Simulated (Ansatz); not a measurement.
The calculation used DFT PBE, scalar-relativistic, plane waves, PAW (Ansatz). Settings: cutoff 420 eV, Γ-centred meshes spaced at most about 0.3 Å⁻¹, and about 0.25 Å⁻¹ or finer for metals (2π included), Gaussian smearing. No spin polarisation.

Temperature and zero-point effects are left out.

Question: Which of these relaxed structures of AlAs4 is the lowest in energy?
A.

```xyz
10
Lattice="6.2102 0.0000 0.0000 0.0000 6.2102 0.0000 0.0000 0.0000 5.4553" Properties=species:S:1:pos:R:3 pbc="T T T"
Al    0.0000    0.0000    0.0000
Al    3.1051    3.1051    2.7276
As    3.9918    5.3234    1.3638
As    2.2184    0.8867    1.3638
As    5.3234    2.2184    4.0914
As    0.8867    3.9918    4.0914
As    5.3234    2.2184    1.3638
As    0.8867    3.9918    1.3638
As    3.9918    5.3234    4.0914
As    2.2184    0.8867    4.0914
```

B.

```xyz
10
Lattice="5.3476 0.0000 0.0000 0.0000 5.3813 0.0000 -1.5540 0.0000 7.5928" Properties=species:S:1:pos:R:3 pbc="T T T"
Al   -0.7770    2.6907    3.7964
Al    0.0000    0.0000    0.0000
As    3.0450    1.6772    5.7234
As    1.0891    0.8220    4.4142
As    0.7486    3.7041    1.8694
As    2.7044    4.5593    3.1786
As    3.8220    1.0135    1.9270
As    1.8661    1.8686    0.6178
As   -0.0284    4.3679    5.6659
As    1.9274    3.5127    6.9750
```

Answer: B. The other, A, lies 151 meV/atom higher. Forms: B P2_1/c; A P4/mnc. Counting As atoms around Al (those within 1.25 times the shortest such distance or 1.15 times the sum of covalent radii, 1.27 where that leaves under three): B has Al 6; A has Al 8. B holds As–As nets (shortest 2.49 Å); A holds As–As pairs (shortest 2.51 Å). Both come from invented guesses. The lowest form computed isn't among them: it has space group P-3m1 (No. 164), 26.1 Å³/atom and lies 42 meV/atom below the best shown.

Cells relaxed within their symmetry can be saddle points. Some candidate types were left out of the draw beforehand, so a known form may be missing.
